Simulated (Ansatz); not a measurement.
# CdTe: the cost of one run

Method: DFT r2SCAN, scalar-relativistic, plane waves, PAW, in Ansatz 0.2.0.

The COD entry's cell or inner coordinates are ideal or old and differ from later refinements, so a difference from it is no clean test against experiment.

### Step 1. The starting structure

It takes space group F-43m (No. 216, cubic). The conventional cell has a = 6.556 Å, b = 6.556 Å, c = 6.556 Å, α = 90.00°, β = 90.00°, γ = 90.00°. Cd (site symmetry -43m) has 4 Te at 2.84 Å as nearest neighbours. Around Te (site symmetry -43m) lie 4 Cd at 2.84 Å.

Coordinates:

```
CELL_PARAMETERS angstrom
0.00000 3.27790 3.27790
3.27790 0.00000 3.27790
3.27790 3.27790 0.00000
ATOMIC_POSITIONS crystal
Cd 0.00000 0.00000 0.00000
Te 0.25000 0.25000 0.25000
```

It is the result of an earlier relaxation at this level (volume 35.22 Å³/atom; gap on the mesh: 1.17 eV).

### Step 2. The (110) slab

Planes are indexed in the bulk's conventional cell (F-43m (No. 216)), a = 6.556 Å, b = 6.556 Å, c = 6.556 Å, α = 90.00°, β = 90.00°, γ = 90.00°.

Cut from the relaxed bulk: a (110) slab, 11.6 Å thick as cut, with 15 Å of vacuum; its outer planes are CdTe (top) and CdTe (bottom).

The slab as cut. Its planes from the bottom up:

| plane | atoms per cell | height over the lowest (Å) |
| --- | --- | --- |
| 1 | CdTe | 0.00 |
| 2 | CdTe | 2.32 |
| 3 | CdTe | 4.64 |
| 4 | CdTe | 6.95 |
| 5 | CdTe | 9.27 |
| 6 | CdTe | 11.59 |

### Step 3. Single point on the unrelaxed (110) slab

The cell repeats along c, and a dipole correction in the vacuum removes the field between the copies.

The input, input.yaml:

```yaml
crystal:
  lattice:
    - [4.6356461613, 0.0, 0.0]
    - [0.0, 6.5557936717, 0.0]
    - [0.0, 0.0, 26.5891154033]
  atoms:
    - { symbol: Cd, position: [0.5, 0.5, 0.2820703091] }
    - { symbol: Te, position: [0.0, 0.75, 0.2820703091] }
    - { symbol: Cd, position: [0.0, 0.0, 0.3692421854] }
    - { symbol: Te, position: [0.5, 0.25, 0.3692421854] }
    - { symbol: Cd, position: [0.5, 0.5, 0.4564140618] }
    - { symbol: Te, position: [0.0, 0.75, 0.4564140618] }
    - { symbol: Cd, position: [0.0, 0.0, 0.5435859382] }
    - { symbol: Te, position: [0.5, 0.25, 0.5435859382] }
    - { symbol: Cd, position: [0.5, 0.5, 0.6307578146] }
    - { symbol: Te, position: [0.0, 0.75, 0.6307578146] }
    - { symbol: Cd, position: [0.0, 0.0, 0.7179296909] }
    - { symbol: Te, position: [0.5, 0.25, 0.7179296909] }
basis:
  ecutwfc: 500
kpoints:
  mp_grid: { grid: [6, 4, 1] }
hamiltonian:
  xc: r2scan
scf:
  occupations: { method: gaussian, width: 0.05 }
output:
  forces: true
  stress: true
  eigenvalues: true
  write_density: true
  write_potential: true
  elf: true
  volumetric_format: npy
efield:
  axis: 3
  dipole_correction: true
```

The run is started by

```bash
$ ansatz run input.yaml --threads 2 --pin off --max-ram 5120MiB --backend cpu --events-out ev --progress --plain --runs-dir out
```

What time and memory should one allow on 2 threads of AMD EPYC 9R45 (Zen 5), shared host?

About 50 s, with a peak of 3.2 GiB.
